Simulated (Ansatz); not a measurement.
**Structures of CuAu: which is lowest?**

Plane-wave DFT in Ansatz with scalar-relativistic PAW potentials, cutoff 420 eV, Γ-centred meshes chosen by cell and gap, Gaussian smearing with energies taken to zero width. Every cell was relaxed (cell and atoms) in a run of its own, within the symmetry of its start. Functional: PBE.

Relaxed structures (starts from databases or built by putting these elements on another compound's sites):
A. R-3m, 2 atoms in the computed cell, a = 2.865 Å, c = 12.916 Å; sites (symmetry × multiplicity) Cu -3m × 3, Au -3m × 3; start: database
B. Pm-3m, 2 atoms in the computed cell, a = 3.106 Å; sites (symmetry × multiplicity) Cu m-3m × 1, Au m-3m × 1; start: database
C. P6/mmm, 6 atoms in the computed cell, a = 5.190 Å, c = 4.378 Å; sites (symmetry × multiplicity) Cu mmm × 3, Au -6m2 × 2 + 6/mmm × 1; start: built
D. P6_3/mmc, 4 atoms in the computed cell, a = 3.970 Å, c = 4.949 Å; sites (symmetry × multiplicity) Cu -3m. × 2, Au -6m2 × 2; start: built
E. P2_13, 8 atoms in the computed cell, a = 4.977 Å; sites (symmetry × multiplicity) Cu .3. × 4, Au .3. × 4; start: built
F. Fm-3m, 2 atoms in the computed cell, a = 5.156 Å; sites (symmetry × multiplicity) Cu m-3m × 4, Au m-3m × 4; start: built
G. P4/mmm, 2 atoms in the computed cell, a = 2.892 Å, c = 3.588 Å; sites (symmetry × multiplicity) Cu 4/mmm × 1, Au 4/mmm × 1; start: database

**Question.** Rank them by energy. Could pressure change the order?

**Answer.**
```tsv
structure	group	E − E(lowest) (meV/atom)	V (Å³/atom)	gap on mesh (eV)
G	P4/mmm	0.0	15.00	0.00
B	Pm-3m	9.9	14.98	0.00
E	P2_13	63	15.41	0.00
A	R-3m	70	15.31	0.00
C	P6/mmm	143	17.02	0.00
D	P6_3/mmc	220	16.89	0.00
F	Fm-3m	290	17.13	0.00
```

G is lowest, 10 meV/atom under B. The two lowest differ in volume by under 3 %, too little for a first-order estimate of what pressure does to that pair (other pairs aren't weighed here); with rigid cells even 3 % in favour of the higher one would need about 4 GPa. Other structures may lie lower than all of these, and vibrations aren't counted.

Spin-orbit coupling is left out, which matters for the bands of heavy elements.